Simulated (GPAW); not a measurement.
# Co (P-3m1) in GPAW: convergence with k mesh

Aim: find how far k mesh must go before the results for Co settle, at WC. This setting moves, with any that are tied to it; all else stays.

All numbers are computed with GPAW 26.7.0; they aren't measurements. Logs are shortened: lines on timing, memory, paths and dates and some standing lists are left out, and cuts for length are marked. The log counts tension as positive stress, the text compression.

**1. The crystal as given**

It takes space group P-3m1 (No. 164, trigonal). The conventional cell has a = 2.487 Å, b = 2.487 Å, c = 4.063 Å, α = 90.00°, β = 90.00°, γ = 120.00°. Co (site symmetry 3m) is surrounded by 12 Co at 2.42 to 2.55 Å.

**2. With k mesh 3 × 3 × 2**

run.py reads:

```python
import numpy as np
from ase.dft.bandgap import bandgap
from ase.io import read, write
from ase.units import GPa
from gpaw import GPAW, PW, setup_paths
from gpaw.hyperfine import hyperfine_parameters

setup_paths.insert(0, '.')

atoms = read('Co.cif')
atoms.set_initial_magnetic_moments([2.0, 2.0])

calc = GPAW(mode=PW(450),
            xc='WC',
            kpts={'size': (3, 3, 2), 'gamma': True},
            occupations={'name': 'fermi-dirac', 'width': 0.05},
            nbands=21,
            convergence={'density': 1e-05, 'energy': 1e-05},
            maxiter=150,
            txt='gpaw.txt')
atoms.calc = calc
energy = atoms.get_potential_energy()
forces = atoms.get_forces()
stress = atoms.get_stress()
calc.write('gs.gpw')
write('result.traj', atoms)
print(f'Energy: {energy:.6f} eV')
print('Forces (eV/A):')
print(forces.round(4))
print('Stress (GPa):', (stress / GPa).round(3))
print('Moments:', calc.get_magnetic_moments().round(3))
print('Fermi level:', round(calc.get_fermi_level(), 4), 'eV')
print(f'Gap: {bandgap(calc)[0]:.4f} eV, direct: {bandgap(calc, direct=True)[0]:.4f} eV')

mu_N = 3.15245125e-8  # eV/T
for core in (True, False):
    A = hyperfine_parameters(calc, exclude_core=not core)
    for a, A_vv in zip(atoms, A):
        iso = np.trace(A_vv) / 3
        dip = np.linalg.eigvalsh(A_vv - iso * np.eye(3))
        print('with core' if core else 'valence', a.symbol, f'contact field {iso / (2 * mu_N):.3f} T, dipolar',
              *(dip / (2 * mu_N)).round(3), 'T')
```

Co.cif reads:

```cif
data_Co
_cell_length_a 2.48736487
_cell_length_b 2.48736487
_cell_length_c 4.06328950
_cell_angle_alpha 90.00000000
_cell_angle_beta 90.00000000
_cell_angle_gamma 120.00000000
_space_group_name_H-M_alt 'P1'
_space_group_name_Hall 'P 1'
_space_group_IT_number 1
loop_
_space_group_symop_operation_xyz
'x,y,z'
loop_
_atom_site_label
_atom_site_type_symbol
_atom_site_symmetry_multiplicity
_atom_site_Wyckoff_symbol
_atom_site_fract_x
_atom_site_fract_y
_atom_site_fract_z
_atom_site_occupancy
Co1 Co 1 a 0.3333333333 0.6666666667 0.7401390000 1
Co2 Co 1 a 0.6666666667 0.3333333333 0.2598610000 1
```

Potentials or basis: PAW data sets generated in the run's folder for this functional, pw.

The run is started by

```
gpaw-setup -f WC Co
OMP_NUM_THREADS=1 python run.py
```

gpaw.txt:

```text
__  _  _
 | _ |_)|_||  |
 |__||  | ||/\| - 26.7.0

Input parameters:
  mode=PW(ecut=450.00000000000006),
  convergence={'density': 1e-05, 'energy': 1e-05},
  kpts=MonkhorstPack(size=(3, 3, 2), gamma=True),
  maxiter=150,
  nbands=21,
  occupations=Occupations(name='fermi-dirac', width=0.05),
  xc=XC(name='WC')

Diagonalizing LCAO Hamiltonian
Converting LCAO to pw mode

        Co

          Co

Atoms  # Å, Bohr magnetons
|   | symbol |         x |        y |        z |    initial magnetic moments |
|---|--------|-----------|----------|----------|-----------------------------|
| 0 |     Co | -0.000000 | 1.436081 | 3.007399 | ( 0.0000,  0.0000,  2.0000) |
| 1 |     Co |  1.243682 | 0.718040 | 1.055890 | ( 0.0000,  0.0000,  2.0000) |

Unit cell  # Å
| periodic |         x |        y |        z |  lengths |     angles |
|----------|-----------|----------|----------|----------|------------|
|      yes |  2.487365 | 0.000000 | 0.000000 | 2.487365 |  90.000000 |
|      yes | -1.243682 | 2.154121 | 0.000000 | 2.487365 |  90.000000 |
|      yes |  0.000000 | 0.000000 | 4.063289 | 4.063289 | 120.000000 |

Number of symmetries: 12
Symmetry operations  # r_c * U_cc + t_c -> r_c
|    | kind |            matrix            |
|----|------|------------------------------|
|  0 |  σ   |  1, 1, 0,  0,-1, 0,  0, 0, 1 |
|  1 |  S6  |  1, 1, 0, -1, 0, 0,  0, 0,-1 |
|  2 |  E   |  1, 0, 0,  0, 1, 0,  0, 0, 1 |
|  3 |  C2  |  1, 0, 0, -1,-1, 0,  0, 0,-1 |
|  4 |  C2  |  0, 1, 0,  1, 0, 0,  0, 0,-1 |
|  5 |  C3  |  0, 1, 0, -1,-1, 0,  0, 0, 1 |
|  6 |  S6  |  0,-1, 0,  1, 1, 0,  0, 0,-1 |
|  7 |  σ   |  0,-1, 0, -1, 0, 0,  0, 0, 1 |
|  8 |  σ   | -1, 0, 0,  1, 1, 0,  0, 0, 1 |
|  9 |  i   | -1, 0, 0,  0,-1, 0,  0, 0,-1 |
| 10 |  C3  | -1,-1, 0,  1, 0, 0,  0, 0, 1 |
| 11 |  C2  | -1,-1, 0,  0, 1, 0,  0, 0,-1 |

BZ-sampling:
  Number of BZ points: 18
  Number of IBZ points: 6

  Monkhorst-Pack size: [3, 3, 2]
  Monkhorst-Pack shift: [0.0, 0.0, 0.25]

K-points  # in reciprocal-cell coordinates
|   |                                coordinates |     weight |
|---|--------------------------------------------|------------|
| 0 | (  0.00000000,   0.00000000,   0.00000000) | 0.05555556 |
| 1 | (  0.00000000,   0.00000000,   0.50000000) | 0.05555556 |
| 2 | (  0.33333333,   0.00000000,   0.00000000) | 0.33333333 |
| 3 | (  0.33333333,   0.00000000,   0.50000000) | 0.33333333 |
| 4 | (  0.33333333,   0.33333333,   0.00000000) | 0.11111111 |
| 5 | (  0.33333333,   0.33333333,   0.50000000) | 0.11111111 |

Plane wave coefficients: 494
Cutoff: 450.00000000000006 eV

Spin-components: 2 (collinear spins)
Bands:           21
Projectors:      12
Spin-degeneracy: 1
Datatype:        complex128

Parallelization:
  kpt:    1
  domain: 1
  band:   1

Density:
  Valence electrons: 18.0
  Components: 2
  Grid points: [14 14 20]
  Charge: 0.0  # |e|

Potential:
  Grid points: [14 14 20]

species:
  Co:
    name:    Cobalt
    Z:       27.0
    valence: 9
    core:    18
    charge:  0.0  # [|e|]
    compensation charges:
      type: gauss
      rc: 0.32  # [Å]
      lmax: 2
    cutoffs:
      filter: 1.87  # [Å]
      core: 2.55  # [Å]
    projectors
    | kind |    occ | energy [eV] | rcut [Å] |
    |------|--------|-------------|----------|
    |   4s |  2.000 |      -5.504 |    1.005 |
    |   4p |  0.000 |      -1.233 |    1.058 |
    |   3d |  7.000 |      -8.237 |    1.005 |
    |    s |        |      21.707 |    1.005 |
    |    p |        |      25.978 |    1.058 |
    |    d |        |      18.974 |    1.005 |

    Using partial waves for Co as LCAO basis

Reference energy: -75782.410920  # eV

eigensolver:
  PPCG
  Converge bands: occupied
  niter=2

density mixing:
  MSR1-Mixer
  Pratt-step length: 0.05
  Maximum mixing coefficient: 0.75
  Old densities: 10
  SVD Regularization: 0.005
  Good broyden scale: 1.0
  Trust region scale: 1.0
  Backstep threshold: 4.0
  History deletion threshold: 6.0
  Fourier metric: weight=20.0, sigma=0.015

occupation numbers:
  Fermi-Dirac:
    width: 0.0500  # eV

poisson solver:
  ecut: 3600.0000000000005  # eV

xc functional:
  name: WC with 2 nearest neighbor stencil

convergence criteria:
- Maximum integral of absolute [dens]ity change: 1e-05 electrons / valence electron
- Maximum [total energy] change in last 3 cyles: 1e-05 eV / valence electron
- Maximum integral of absolute [eigenst]ate change: 4e-08 eV^2 / valence electron
maximum number of iterations: 150

SCF iterations
|iter     | |      energy | eigst |  dens |  magmom |
|---------|-|-------------|-------|-------|---------|
|iter:   1| |  -17.179596 | +0.16 |       |  +4.0058|
|iter:   2| |  -17.150999 | -2.18 | -1.11 |  +3.9964|
|iter:   3| |  -17.135199 | -1.99 | -1.16 |  +3.8981|
|iter:   4| |  -17.154236 | -3.10 | -1.54 |  +3.8591|
|iter:   5| |  -17.169145 | -3.34 | -1.73 |  +3.8058|
|iter:   6| |  -17.170197 | -4.53 | -2.28 |  +3.8152|
|iter:   7| |  -17.170323 | -4.57 | -2.63 |  +3.8329|
|iter:   8| |  -17.170341c| -5.23 | -2.76 |  +3.8481|
|iter:   9| |  -17.170283c| -5.80 | -3.04 |  +3.8705|
|iter:  10| |  -17.170231c| -6.75 | -3.37 |  +3.8811|
|iter:  11| |  -17.170191c| -7.00 | -3.68 |  +3.8872|
|iter:  12| |  -17.170183c| -7.70c| -4.44 |  +3.8878|
|iter:  13| |  -17.170178c| -7.82c| -4.89 |  +3.8879|
|iter:  14| |  -17.170178c| -8.40c| -5.27c|  +3.8878|

Converged in 14 steps
Energy contributions relative to reference atoms: (reference = -75782.410920)

Energy contributions:
  Kinetic:          14.509293
  Coulomb:         -11.909881
  Zero:              0.513917
  External:          0.000000
  Xc:              -20.269856
  Entropy:          -0.027300
  Spinorbit:         0.000000
  ----------------------------
  Free energy:     -17.183828
  Extrapolated:    -17.170178

dipole moment: (-0.000001, -0.000002, -0.000003)  # |e|*Ang

Total magnetic moment: (0.000000, 0.000000, 3.887846)

Local magnetic moments
|        x |        y |        z |
|----------|----------|----------|
| 0.000000 | 0.000000 | 1.954398 |  # Co   0
| 0.000000 | 0.000000 | 1.954398 |  # Co   1

Fermi level: 10.217
Eigenvalues  # (at kpt = [0.000, 0.000, 0.000])
| band index |      eig [eV] | occ [0-1] |      eig [eV] | occ [0-1] |
|------------|---------------|-----------|---------------|-----------|
|          0 |         1.264 |     1.000 |         1.480 |     1.000 |
|        ... |               |           |               |           |
|          2 |         7.508 |     1.000 |         9.289 |     1.000 |
|          3 |         7.508 |     1.000 |         9.447 |     1.000 |
|          4 |         7.527 |     1.000 |         9.447 |     1.000 |
|          5 |         7.811 |     1.000 |         9.734 |     1.000 |
|          6 |         7.811 |     1.000 |         9.734 |     1.000 |
|          7 |         8.233 |     1.000 |        10.202 |     0.575 |
[... 8 lines left out ...]
|         16 |        35.605 |     0.000 |        35.622 |     0.000 |
|         17 |        35.868 |     0.000 |        35.814 |     0.000 |
|        ... |               |           |               |           |
|         20 |        40.548 |     0.000 |        41.045 |     0.000 |

No gap
No difference between direct/indirect transitions

Forces  # eV/Ang
|        x |        y |        z |
|----------|----------|----------|
| -0.00000 | -0.00000 | -0.08215 |  # Co   0
|  0.00000 |  0.00000 |  0.08215 |  # Co   1

Stress tensor  # eV/Ang^3
|         x |         y |        z |
|-----------|-----------|----------|
|  0.061273 | -0.000000 | 0.000000 |
| -0.000000 |  0.061273 | 0.000000 |
|  0.000000 | -0.000000 | 0.054250 |

# Writing to gs.gpw (mode='')
```

stdout:

```text
Energy: -17.170178 eV
Forces (eV/A):
[[-0.     -0.     -0.0822]
 [ 0.      0.      0.0822]]
Stress (GPa): [ 9.817  9.817  8.692  0.     0.    -0.   ]
Moments: [1.954 1.954]
Fermi level: 10.217 eV
Gap: 0.0000 eV, direct: 0.0000 eV
with core Co contact field -14.518 T, dipolar -1.627 0.814 0.814 T
with core Co contact field -14.518 T, dipolar -1.627 0.814 0.814 T
valence Co contact field 7.996 T, dipolar -1.627 0.814 0.814 T
valence Co contact field 7.996 T, dipolar -1.627 0.814 0.814 T
```

Run time: 8.9 s. Hardware: 1 thread of Arm Neoverse V1, shared host; peak memory 0.13 GiB.

Results:

```yaml
Free_energy: -17.1838 eV
Pressure: -9.4 GPa
Largest_force: 0.082 eV/Å
Band_gap_on_the_k_mesh: none (metal or under the smearing width)
Net_moment: 3.89 μB per cell
Site_moments: Co +1.95 μB
```

**3. With k mesh 5 × 5 × 3**

run.py, as its differences from that of step 2:

```diff
@@ -14,3 +14,3 @@
             xc='WC',
-            kpts={'size': (3, 3, 2), 'gamma': True},
+            kpts={'size': (5, 5, 3), 'gamma': True},
             occupations={'name': 'fermi-dirac', 'width': 0.05},
```

Co.cif is that of step 2.

Potentials or basis: PAW data sets generated in the run's folder for this functional, pw.

The run is started by

```
gpaw-setup -f WC Co
OMP_NUM_THREADS=1 python run.py
```

Wall time 11 s (1 thread of Arm Neoverse V1, shared host); peak memory 0.13 GiB.

What came out:

```yaml
Free_energy: -17.3523 eV
Pressure: -15.2 GPa
Largest_force: 0.482 eV/Å
Band_gap_on_the_k_mesh: none (metal or under the smearing width)
Net_moment: 3.50 μB per cell
Site_moments: Co +1.77 μB
```

**4. With k mesh 6 × 6 × 3**

run.py, as its differences from that of step 3:

```diff
@@ -14,3 +14,3 @@
             xc='WC',
-            kpts={'size': (5, 5, 3), 'gamma': True},
+            kpts={'size': (6, 6, 3), 'gamma': True},
             occupations={'name': 'fermi-dirac', 'width': 0.05},
```

Co.cif is that of step 3.

The run is started by

```
gpaw-setup -f WC Co
OMP_NUM_THREADS=1 python run.py
```

Wall time 13 s (1 thread of Arm Neoverse V1, shared host); peak memory 0.13 GiB.

The run converged. Its results:

| Item | Value |
| --- | --- |
| Free energy | -17.4720 eV |
| Pressure | -17.3 GPa |
| Largest force | 0.590 eV/Å |
| Band gap on the k mesh | none (metal or under the smearing width) |
| Net moment | 3.27 μB per cell |
| Site moments | Co +1.70 μB |

**5. With k mesh 8 × 8 × 4**

run.py, as its differences from that of step 4:

```diff
@@ -14,3 +14,3 @@
             xc='WC',
-            kpts={'size': (6, 6, 3), 'gamma': True},
+            kpts={'size': (8, 8, 4), 'gamma': True},
             occupations={'name': 'fermi-dirac', 'width': 0.05},
```

Co.cif is that of step 4.

The run is started by

```
gpaw-setup -f WC Co
OMP_NUM_THREADS=1 python run.py
```

It took 21 s on 1 thread of Arm Neoverse V1, shared host; peak memory 0.14 GiB.

Results (log left out):

| Quantity | Value |
| --- | --- |
| Free energy | -17.4100 eV |
| Pressure | -17.4 GPa |
| Largest force | 0.517 eV/Å |
| Band gap on the k mesh | none (metal or under the smearing width) |
| Net moment | 3.20 μB per cell |
| Site moments | Co +1.66 μB |

**6. With k mesh 9 × 9 × 5**

run.py, as its differences from that of step 5:

```diff
@@ -14,3 +14,3 @@
             xc='WC',
-            kpts={'size': (8, 8, 4), 'gamma': True},
+            kpts={'size': (9, 9, 5), 'gamma': True},
             occupations={'name': 'fermi-dirac', 'width': 0.05},
```

Co.cif is that of step 5.

Potentials or basis: PAW data sets generated in the run's folder for this functional, pw.

The run is started by

```
gpaw-setup -f WC Co
OMP_NUM_THREADS=1 python run.py
```

Wall time 26 s (1 thread of Arm Neoverse V1, shared host); peak memory 0.15 GiB.

It converged, with:

```
Free energy            : -17.4027 eV
Pressure               : -18.3 GPa
Largest force          : 0.513 eV/Å
Band gap on the k mesh : none (metal or under the smearing width)
Net moment             : 3.08 μB per cell
Site moments           : Co +1.61 μB
```

**7. With k mesh 11 × 11 × 6**

run.py, as its differences from that of step 6:

```diff
@@ -14,3 +14,3 @@
             xc='WC',
-            kpts={'size': (9, 9, 5), 'gamma': True},
+            kpts={'size': (11, 11, 6), 'gamma': True},
             occupations={'name': 'fermi-dirac', 'width': 0.05},
```

Co.cif is that of step 6.

The run is started by

```
gpaw-setup -f WC Co
OMP_NUM_THREADS=1 python run.py
```

It took 42 s on 1 thread of Arm Neoverse V1, shared host; peak memory 0.16 GiB.

The run converged. Its results:

| Property | Result |
| --- | --- |
| Free energy | -17.4077 eV |
| Pressure | -18.0 GPa |
| Largest force | 0.539 eV/Å |
| Band gap on the k mesh | none (metal or under the smearing width) |
| Net moment | 3.13 μB per cell |
| Site moments | Co +1.63 μB |

**8. With k mesh 13 × 13 × 7**

run.py, as its differences from that of step 7:

```diff
@@ -14,3 +14,3 @@
             xc='WC',
-            kpts={'size': (11, 11, 6), 'gamma': True},
+            kpts={'size': (13, 13, 7), 'gamma': True},
             occupations={'name': 'fermi-dirac', 'width': 0.05},
```

Co.cif is that of step 7.

The run is started by

```
gpaw-setup -f WC Co
OMP_NUM_THREADS=1 python run.py
```

Wall time 61 s (1 thread of Arm Neoverse V1, shared host); peak memory 0.18 GiB.

The run converged. Its results:

```yaml
Free_energy: -17.4071 eV
Pressure: -17.2 GPa
Largest_force: 0.502 eV/Å
Band_gap_on_the_k_mesh: none (metal or under the smearing width)
Net_moment: 3.22 μB per cell
Site_moments: Co +1.67 μB
```

**9. Summary**

```csv
k mesh,"energy less the tightest run, at zero smearing (meV/atom)",pressure (GPa),largest force (eV/Å),largest site moment (μB),SCF cycles,CPU time (s),peak memory (GiB)
3 × 3 × 2,114.98,-9.44,0.082,1.95,14,8.9,0.13
5 × 5 × 3,27.44,-15.19,0.482,1.77,13,11,0.13
6 × 6 × 3,-33.82,-17.28,0.590,1.70,12,13,0.13
8 × 8 × 4,-1.74,-17.41,0.517,1.66,12,21,0.14
9 × 9 × 5,2.72,-18.26,0.513,1.61,11,26,0.15
11 × 11 × 6,-0.73,-17.98,0.539,1.63,12,42,0.16
13 × 13 × 7,0.00,-17.22,0.502,1.67,12,61,0.18
```

Against the tightest run, the energy stays within 1 meV/atom from 11 × 11 × 6 on. Not settled before the last step: the pressure (to 0.1 GPa), the largest force (to 0.005 eV/Å), the largest site moment (to 0.02 μB). Meshes of other sizes hit other points, so gaps and Fermi surfaces needn't settle smoothly. The tightest run that finished is the yardstick and may itself not be fully converged.

Caveats: the cutoff is short for stress and forces, so pressures can be off by a GPa or more; the dipolar part lacks the spin inside other atoms' spheres; so large a pressure means that the cell lies far from this level's equilibrium, or that cutoff or potentials fall short.
